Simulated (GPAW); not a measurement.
Wanted: an ASE script for a GPAW 26.7.0 run.

* Task: single point
* Functional: LDA
* Potentials or basis: the program's PAW data sets (release 1.2.1) made for this functional
* Cutoff: 450 eV
* Basis: pw
* k mesh: 6 × 6 × 6
* Occupations: fermi-dirac, width 0.05 eV
* Spin: no spin polarisation
* Maxiter: 120
* Convergence: default

Bi:

```
Bi
1.0
     2.26750    1.30914    3.93800
    -2.26750    1.30914    3.93800
     0.00000   -2.61828    3.93800
Bi
2
Direct
  0.76600 0.76600 0.76600
  0.23400 0.23400 0.23400
```

The input as run:

run.py

```python
from ase import Atoms
from ase.dft.bandgap import bandgap
from ase.io import write
from ase.units import GPa
from gpaw import GPAW, PW

atoms = Atoms(['Bi', 'Bi'],
              cell=[[2.2675, 1.3091417354, 3.938],
                    [-2.2675, 1.3091417354, 3.938],
                    [0.0, -2.6182834708, 3.938]],
              scaled_positions=[[0.766, 0.766, 0.766],
                                [0.234, 0.234, 0.234]],
              pbc=True)

calc = GPAW(mode=PW(450),
            xc='LDA',
            kpts={'size': (6, 6, 6), 'gamma': True},
            occupations={'name': 'fermi-dirac', 'width': 0.05},
            nbands=25,
            maxiter=120,
            txt='gpaw.txt')
atoms.calc = calc
energy = atoms.get_potential_energy()
forces = atoms.get_forces()
stress = atoms.get_stress()
calc.write('gs.gpw')
write('result.traj', atoms)
print(f'Energy: {energy:.6f} eV')
print('Forces (eV/A):')
print(forces.round(4))
print('Stress (GPa):', (stress / GPa).round(3))
print('Fermi level:', round(calc.get_fermi_level(), 4), 'eV')
print(f'Gap: {bandgap(calc)[0]:.4f} eV, direct: {bandgap(calc, direct=True)[0]:.4f} eV')
```

Potentials or basis: the program's PAW data sets (release 1.2.1) made for this functional, pw.

Launch:

```sh
$ OMP_NUM_THREADS=1 python run.py
```

It gave:

```
Pressure               : -2.1 GPa
Largest force          : 0.049 eV/Å
Band gap on the k mesh : none (metal or under the smearing width)
```

Caveat: the cutoff is short for stress and forces, so pressures can be off by a GPa or more; spin-orbit coupling is left out, which moves the levels of the heavy elements.

Run time: 40 s on 1 thread of Intel(R) Xeon(R) Processor @ 2.70GHz, with other jobs on the host, peak memory 0.16 GiB.
